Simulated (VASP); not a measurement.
# W7S16 (a cell with a defect) in VASP: a series of runs

The runs below take W7S16 (a cell with a defect) through single point, with PBEsol.

All numbers are computed with VASP 6.6.1; they aren't measurements. Logs are shortened: lines on timing, memory, paths and dates and some standing lists are left out, and cuts for length are marked.

**1. Starting point**

The cell holds a defect, 23 atoms: a = 6.306 Å, b = 6.306 Å, c = 12.323 Å, α = 90.00°, β = 90.00°, γ = 120.00°.

**2. Single point, PBEsol, collinear spin, ferromagnetic start**

INCAR reads:

```
SYSTEM = W7S16
  ALGO = Normal
  EDIFF = 1E-5
  ENCUT = 350
  GGA = PS
  ISIF = 2
  ISMEAR = 0
  ISPIN = 2
  ISYM = 0
  KPAR = 4
  LASPH = .TRUE.
  LCHARG = .FALSE.
  LMAXMIX = 4
  LORBIT = 11
  LREAL = Auto
  LWAVE = .FALSE.
  MAGMOM = 0 0 0 0 0 0 0 0 0 0 0 0.5 0.5 0.5 0 0 0 0 0 0.5 0.5 0.5 0
  NBANDS = 118
  NELECT = 193.0
  NELM = 120
  NUPDOWN = 3
  PREC = Accurate
  SIGMA = 0.03
```

KPOINTS reads:

```
k-points
0
G
  4 4 2
  0 0 0
```

POSCAR reads:

```
W7S16                                   
1.0
    6.3064000000      0.0000000000      0.0000000000
   -3.1532000000      5.4615026064      0.0000000000
    0.0000000000      0.0000000000     12.3230000000
  W               S             
     7    16
Direct
     0.1762879858524634    0.8417233724295556    0.2503570074269316
     0.6610148309794804    0.3262084456973329    0.2498490029601064
     0.6626478859384269    0.8420955741098096    0.2504302019618024
     0.3338298712389805    0.1667799250549012    0.7501808067047553
     0.3336795708404619    0.6669877381883859    0.7502361671433865
     0.8335381547376572    0.1666529062645397    0.7501830443835512
     0.8336990662016541    0.6667707868095324    0.7502963319931901
     0.1671645858308744    0.3336178328013012    0.6235276423977725
     0.1671012394220916    0.8335603029407188    0.6232601311947971
     0.6671527798897572    0.3334820044393298    0.6232807543071109
     0.6668075440056913    0.8333878246169645    0.6232237269569757
     0.3314336542996583    0.1715916019036814    0.1255204195120719
     0.3350767306633306    0.6732504659542398    0.1237318032285625
     0.8333892391732600    0.1707611432669304    0.1246380626547437
     0.8335408028969763    0.6700899495506814    0.1263722411906339
     0.1670463947605046    0.3334582546965086    0.8769399837107660
     0.1671959796349103    0.8336829960436741    0.8772368181318309
     0.6672053055020097    0.3335256698178627    0.8772500615124256
     0.6668784713506845    0.8336246655860243    0.8772211476166606
     0.3337602390084241    0.1670323755472304    0.3768783070267687
     0.3295451775800919    0.6614994207520398    0.3731145019158668
     0.8301141091698016    0.1675248069767323    0.3766549830364740
     0.8330023810227993    0.6687819365520291    0.3742098530328084
```

Potentials or basis: VASP PAW PBE potentials, release 64 (W_sv, S).

Started as:

```bash
> cat potpaw_PBE.64/W_sv/POTCAR potpaw_PBE.64/S/POTCAR > POTCAR
> mpirun -np 4 vasp_std > vasp.out
```

OUTCAR:

```text
SYSTEM = W7S16
   EDIFF = 1E-5
   ENCUT = 350
   GGA = PS
   ISIF = 2
   ISMEAR = 0
   ISPIN = 2
   ISYM = 0
   LASPH = .TRUE.
   LORBIT = 11
   LREAL = Auto
   NELECT = 193.0
   NELM = 120
   NUPDOWN = 3
   PREC = Accurate

 ion  position               nearest neighbor table
   1  0.176  0.842  0.250-  20 2.36  21 2.37  12 2.37  13 2.37  15 2.42  23 2.42   2 3.06   3 3.07
                             3 3.24   2 3.25
   2  0.661  0.326  0.250-  14 2.36  12 2.36  20 2.38  22 2.38  15 2.42  23 2.42   1 3.06   3 3.06
                             3 3.25   1 3.25
   3  0.663  0.842  0.250-  22 2.36  21 2.37  14 2.37  13 2.37  15 2.42  23 2.42   2 3.06   1 3.07
                             1 3.24   2 3.25
   4  0.334  0.167  0.750-   8 2.40  16 2.40   9 2.40  10 2.40  17 2.40  18 2.40   5 3.15   6 3.15
                             7 3.15   7 3.15   6 3.15   5 3.15
   5  0.334  0.667  0.750-   8 2.40  16 2.40   9 2.40  11 2.40  19 2.40  17 2.40   4 3.15   6 3.15
                             7 3.15   7 3.15   6 3.15   4 3.15
   6  0.834  0.167  0.750-   8 2.40  10 2.40  16 2.40  19 2.40  11 2.40  18 2.40   5 3.15   4 3.15
                             7 3.15   7 3.15   4 3.15   5 3.15
   7  0.834  0.667  0.750-  18 2.40  10 2.40  17 2.40   9 2.40  19 2.40  11 2.40   5 3.15   4 3.15
                             6 3.15   6 3.15   4 3.15   5 3.15
   8  0.167  0.334  0.624-   5 2.40   4 2.40   6 2.40
   9  0.167  0.834  0.623-   4 2.40   5 2.40   7 2.40
  10  0.667  0.333  0.623-   6 2.40   4 2.40   7 2.40
  11  0.667  0.833  0.623-   5 2.40   6 2.40   7 2.40
  12  0.331  0.172  0.126-   2 2.36   1 2.37
  13  0.335  0.673  0.124-   1 2.37   3 2.37
  14  0.833  0.171  0.125-   2 2.36   3 2.37
  15  0.834  0.670  0.126-   1 2.42   2 2.42   3 2.42
  16  0.167  0.333  0.877-   5 2.40   4 2.40   6 2.40
  17  0.167  0.834  0.877-   5 2.40   4 2.40   7 2.40
  18  0.667  0.334  0.877-   7 2.40   6 2.40   4 2.40
  19  0.667  0.834  0.877-   6 2.40   5 2.40   7 2.40
  20  0.334  0.167  0.377-   1 2.36   2 2.38
  21  0.330  0.661  0.373-   3 2.37   1 2.37
  22  0.830  0.168  0.377-   3 2.36   2 2.38
  23  0.833  0.669  0.374-   1 2.42   2 2.42   3 2.42

IMPORTANT INFORMATION: All symmetrisations will be switched off!
NOSYMM: (Re-)initialisation of all symmetry stuff for point group C_1.

----------------------------------------------------------------------------------------

                                     Primitive cell

  volume of cell :     424.4339

  direct lattice vectors                    reciprocal lattice vectors
     6.306400000  0.000000000  0.000000000     0.158569073  0.091549897  0.000000000
    -3.153200000  5.461502606  0.000000000     0.000000000  0.183099794  0.000000000
     0.000000000  0.000000000 12.323000000     0.000000000  0.000000000  0.081149071

  length of vectors
     6.306400000  6.306400000 12.323000000     0.183099794  0.183099794  0.081149071

  position of ions in fractional coordinates (direct lattice)
     0.176287986  0.841723372  0.250357007
     0.661014831  0.326208446  0.249849003
     0.662647886  0.842095574  0.250430202
     0.333829871  0.166779925  0.750180807
     0.333679571  0.666987738  0.750236167
     0.833538155  0.166652906  0.750183044
[... 15 lines left out ...]
     0.830114109  0.167524807  0.376654983
     0.833002381  0.668781937  0.374209853

  ion indices of the primitive-cell ions
   primitive index   ion index
                 1           1
                 2           2
                 3           3
                 4           4
                 5           5
                 6           6
[... 15 lines left out ...]
                22          22
                23          23

----------------------------------------------------------------------------------------

 KPOINTS: k-points

Automatic generation of k-mesh.
 Grid dimensions read from file:
 generate k-points for:    4    4    2

 Generating k-lattice:

  Cartesian coordinates                     Fractional coordinates (reciprocal lattice)
     0.039642268  0.022887474  0.000000000     0.250000000 -0.000000000  0.000000000
     0.000000000  0.045774948  0.000000000     0.000000000  0.250000000  0.000000000
     0.000000000  0.000000000  0.040574535     0.000000000  0.000000000  0.500000000

  Length of vectors
[... 34 lines left out ...]
   total plane-waves  NPLWV = 128000
   dimension x,y,z NGX =    40 NGY =   40 NGZ =   80
   dimension x,y,z NGXF=    80 NGYF=   80 NGZF=  160
   ions per type =               7  16
   NGX,Y,Z   is equivalent  to a cutoff of  10.54, 10.54, 10.79 a.u.
   NGXF,Y,Z  is equivalent  to a cutoff of  21.09, 21.09, 21.59 a.u.
 SYSTEM =  W7S16
   PREC   = accura    normal or accurate (medium, high low for compatibility)
   ISTART =      0    job   : 0-new  1-cont  2-samecut
   ICHARG =      2    charge: 1-file 2-atom 10-const
   ISPIN  =      2    spin polarized calculation?
   LNONCOLLINEAR =      F non collinear calculations
   LSORBIT =      F    spin-orbit coupling
   LASPH  =      T    aspherical Exc in radial PAW
   ENCUT  =  350.0 eV  25.72 Ry    5.07 a.u.   9.62  9.62 18.80*2*pi/ulx,y,z
   NELM   =    120;   NELMIN=  2; NELMDL= -5     # of ELM steps
   EDIFF  = 0.1E-04   stopping-criterion for ELM
   LREAL  =      T    real-space projection
   EDIFFG = 0.1E-03   stopping-criterion for IOM
   NSW    =      0    number of steps for IOM
   IBRION =     -1    ionic relax: 0-MD 1-quasi-New 2-CG
   NFREE  =      0    steps in history (QN), initial steepest desc. (CG)
   ISIF   =      2    stress and relaxation
   ISYM   =      0    0-nonsym 1-usesym 2-fastsym
   POTIM  = 0.5000    time-step for ionic-motion
   TEBEG  =    0.0;   TEEND  =   0.0 temperature during run
   PSTRESS=    0.0 pullay stress
   NELECT =     193.0000    total number of electrons
   NUPDOWN=       3.0000    fix difference up-down
   EMIN   =  10.00;   EMAX   =-10.00  energy-range for DOS
   EFERMI =   0.00;   METHOD = LEGACY
   ISMEAR =     0;   SIGMA  =   0.03  broadening in eV -4-tet -1-fermi 0-gaus
   EFERMI_NEDOS =   21; number of points for ismear=-14 and -15
   IALGO  =     38    algorithm
   IMIX   =      4    mixing-type and parameters
     AMIX     =   0.40;   BMIX     =  1.00
     AMIX_MAG =   1.60;   BMIX_MAG =  1.00
  volume/ion in A,a.u.               =      18.45       124.53
  Fermi-wavevector in a.u.,A,eV,Ry     =   1.258898  2.378972 21.562844  1.584824
  Thomas-Fermi vector in A             =   2.392485
   LORBIT       =     11    0 simple, 1 ext, 2 COOP (PROOUT), +10 PAW based schemes
   GGA     = PS    functional components
   LHFCALC =     F    Hartree Fock is set to
   AEXX    =    0.0000 exact exchange contribution
   IVDW    =     0    specifies the selected vdW correction
   LEPSILON=     F    determine dielectric tensor
   LRPA    =     F    only Hartree local field effects (RPA)
 spin polarized calculation
 Gauss-broadening in eV      SIGMA  =   0.03
  energy-cutoff  :      350.00
  volume of cell :      424.43
 maximum number of plane-waves:      6374
 NGX is ok and might be reduce to    40
   NGX = 19   NGY = 19   NGZ = 37

 number of electron     193.0000030 magnetization       3.0000001

 Free energy of the ion-electron system (eV)
  ---------------------------------------------------
  ext. energy  EPLUGINS =         0.00000000
  ---------------------------------------------------
  free energy    TOTEN  =      -187.92072646 eV

  energy without entropy =     -187.91334304  energy(sigma->0) =     -187.91703475

 E-fermi :   5.9448     XC(G=0): -10.8163

 val. band max:        6.4327505062   @ k =   0.0000   0.0000   0.5000
 cond. band min:       5.9753679895   @ k =   0.0000   0.2500   0.0000
 fundamental gap:     -0.4573825167
 Fermi energy:         6.4373387845

 spin component 1

 k-point     1 :       0.0000    0.0000    0.0000
  band No.  band energies     occupation
      1     -68.1943      1.00000
      2     -68.1793      1.00000
      3     -68.1776      1.00000
      4     -67.8860      1.00000
      5     -67.8680      1.00000
      6     -67.8679      1.00000
[... 2209 lines left out ...]
    107       8.6837      0.00000
    108       8.7772      0.00000
 Fermi energy:         5.9448351321

 spin component 2

 k-point     1 :       0.0000    0.0000    0.0000
  band No.  band energies     occupation
      1     -68.1226      1.00000
      2     -68.1072      1.00000
      3     -68.1068      1.00000
      4     -67.8516      1.00000
      5     -67.8334      1.00000
      6     -67.8333      1.00000
[... 2209 lines left out ...]
    107       8.8355      0.00000
    108       8.8990      0.00000
 [bands above 108 left out]

------------------------ aborting loop because EDIFF is reached ----------------------------------------

  FORCE on cell =-STRESS in cart. coord.  units (eV):
  Direction    XX          YY          ZZ          XY          YZ          ZX
  --------------------------------------------------------------------------------------
  -------------------------------------------------------------------------------------
  Total      -11.3328042    -11.4099797    -13.1610699      0.0340739     -0.0974175      0.0136457
  in kB      -42.7797122    -43.0710389    -49.6811535      0.1286241     -0.3677372      0.0515104
  external PRESSURE =     -45.1773016 kB  Pullay stress =       0.0000000 kB

 VOLUME and BASIS-vectors are now :
 -----------------------------------------------------------------------------
  energy-cutoff  :      350.00
  volume of cell :      424.43
      direct lattice vectors                 reciprocal lattice vectors
     6.306400000  0.000000000  0.000000000     0.158569073  0.091549897  0.000000000
    -3.153200000  5.461502606  0.000000000     0.000000000  0.183099794  0.000000000
     0.000000000  0.000000000 12.323000000     0.000000000  0.000000000  0.081149071

 POSITION                                       TOTAL-FORCE (eV/Angst)
 -----------------------------------------------------------------------------------
     -1.54238      4.59707      3.08515        -0.068261     -0.123667      0.001130
      3.14002      1.78159      3.07889         0.009315      0.107088      0.004491
      1.52363      4.59911      3.08605         0.051634     -0.124633      0.000334
      1.57937      0.91087      9.24448         0.003851      0.009009      0.019771
      0.00117      3.64276      9.24516         0.006382      0.001555      0.010685
      4.73114      0.91018      9.24451         0.001582      0.013397      0.012183
[... 15 lines left out ...]
      4.70679      0.91494      4.64152        -0.074415     -0.040631     -0.060373
      3.14444      3.65255      4.61139        -0.004105      0.001590     -0.011774
 -----------------------------------------------------------------------------------
    total drift:                                0.002579     -0.007760     -0.004930

  FREE ENERGIE OF THE ION-ELECTRON SYSTEM (eV)
  ---------------------------------------------------
  free  energy   TOTEN  =      -187.9207264606 eV

  energy  without entropy=     -187.9133430399  energy(sigma->0) =     -187.91703475

 total charge

# of ion       s       p       d       tot
------------------------------------------
    1        2.347   6.344   3.334  12.024
    2        2.346   6.342   3.334  12.022
    3        2.347   6.343   3.333  12.023
    4        2.326   6.339   3.379  12.044
    5        2.326   6.339   3.379  12.044
    6        2.326   6.339   3.379  12.044
[... 15 lines left out ...]
   22        1.368   2.265   0.000   3.633
   23        1.357   2.310   0.000   3.668
--------------------------------------------------
tot         38.100  81.215  23.517 142.832

 magnetization (x)

# of ion       s       p       d       tot
------------------------------------------
    1        0.002   0.009   0.140   0.151
    2        0.002   0.010   0.147   0.159
    3        0.002   0.010   0.142   0.154
    4        0.002   0.001   0.075   0.079
    5        0.002   0.001   0.075   0.079
    6        0.002   0.001   0.075   0.079
[... 15 lines left out ...]
   22        0.007   0.183   0.000   0.190
   23        0.001   0.020   0.000   0.021
--------------------------------------------------
tot          0.064   1.239   0.726   2.029
```

Wall time 4.8 min (4 MPI ranks of Intel Xeon 6975P-C (Granite Rapids), shared host); peak memory 0.9 GiB.

Results:

* Free energy: -187.9207 eV
* Largest force: 0.141 eV/Å
* Net moment: 3.00 μB per cell
* Site moments: W +0.15, +0.16, +0.08, +0.07; S +0.01, +0.19, +0.20, +0.02 μB
* Valence electrons inside the program's atomic spheres: W 12.02, 12.04; S 3.68, 3.63, 3.67

Forces on the atoms (eV/Å):
```
W   -0.068 -0.124  0.001
W    0.009  0.107  0.004
W    0.052 -0.125  0.000
W    0.004  0.009  0.020
W    0.006  0.002  0.011
W    0.002  0.013  0.012
W   -0.009  0.020 -0.011
S   -0.005 -0.007  0.030
S   -0.012 -0.009  0.051
S   -0.005  0.011  0.055
S    0.017 -0.005  0.060
S    0.093 -0.028  0.052
S   -0.003  0.132  0.029
S   -0.075 -0.035  0.068
S   -0.011  0.005 -0.010
S   -0.002  0.001 -0.042
S   -0.013 -0.007 -0.062
S   -0.009 -0.002 -0.064
S    0.018 -0.012 -0.065
S    0.094 -0.041 -0.044
S   -0.003  0.133 -0.024
S   -0.074 -0.041 -0.060
S   -0.004  0.002 -0.012
```

Caveat: the cell is charged against a uniform background, so pressure and absolute levels hang on convention; the PAW data sets were made with another functional, which shifts forces and pressure a little; the total moment is fixed, so each spin has its own Fermi level.

**3. Single point, PBEsol, collinear spin, ferromagnetic start**

Edit INCAR of step 2 so:

```diff
@@ -16,3 +16,3 @@
   LWAVE = .FALSE.
-  MAGMOM = 0 0 0 0 0 0 0 0 0 0 0 0.5 0.5 0.5 0 0 0 0 0 0.5 0.5 0.5 0
+  MAGMOM = 0 0 0 0 0 0 0 0 0 0 0 0.17 0.17 0.17 0 0 0 0 0 0.17 0.17 0.17 0
   NBANDS = 118
@@ -20,3 +20,3 @@
   NELM = 120
-  NUPDOWN = 3
+  NUPDOWN = 1
   PREC = Accurate
```

KPOINTS reads:

```
k-points
0
G
  3 3 2
  0 0 0
```

POSCAR is that of step 2.

Potentials or basis: VASP PAW PBE potentials, release 64 (W_sv, S).

Started as:

```bash
> cat potpaw_PBE.64/W_sv/POTCAR potpaw_PBE.64/S/POTCAR > POTCAR
> mpirun -np 4 vasp_std > vasp.out
```

Wall time 3.2 min (4 MPI ranks of Intel Xeon 6975P-C (Granite Rapids), shared host); peak memory 0.67 GiB.

It converged, with:

```
Free energy                                           : -188.2323 eV
Largest force                                         : 0.337 eV/Å
Net moment                                            : 1.00 μB per cell
Site moments                                          : W +0.08, +0.05, +0.04; S +0.01, +0.00, +0.04 μB
Valence electrons inside the program's atomic spheres : W 12.02, 12.05, 12.04; S 3.68, 3.63, 3.62, 3.67
```

Forces on the atoms (eV/Å):
```
W    0.176  0.002  0.047
W    0.006 -0.101 -0.137
W   -0.170 -0.012  0.107
W   -0.001  0.010  0.024
W    0.007 -0.004  0.005
W    0.007  0.016  0.014
W   -0.009  0.021 -0.012
S   -0.005 -0.007 -0.026
S   -0.017 -0.011  0.000
S   -0.006  0.018  0.008
S    0.021 -0.007  0.009
S    0.093  0.002 -0.044
S    0.001  0.328 -0.079
S   -0.149  0.016 -0.021
S   -0.015 -0.019 -0.059
S   -0.003  0.001  0.014
S   -0.017 -0.011 -0.012
S   -0.009  0.003 -0.012
S    0.023 -0.016 -0.016
S    0.218 -0.144  0.048
S   -0.009  0.079  0.087
S   -0.128 -0.166  0.023
S   -0.014  0.000  0.035
```

Caveat: the k mesh is coarse (spacing up to 0.38 Å⁻¹), so the values aren't converged; the cell is charged against a uniform background, so pressure and absolute levels hang on convention; the PAW data sets were made with another functional, which shifts forces and pressure a little; the total moment is fixed, so each spin has its own Fermi level. The run has no spin-orbit coupling, so splittings on W are missing.
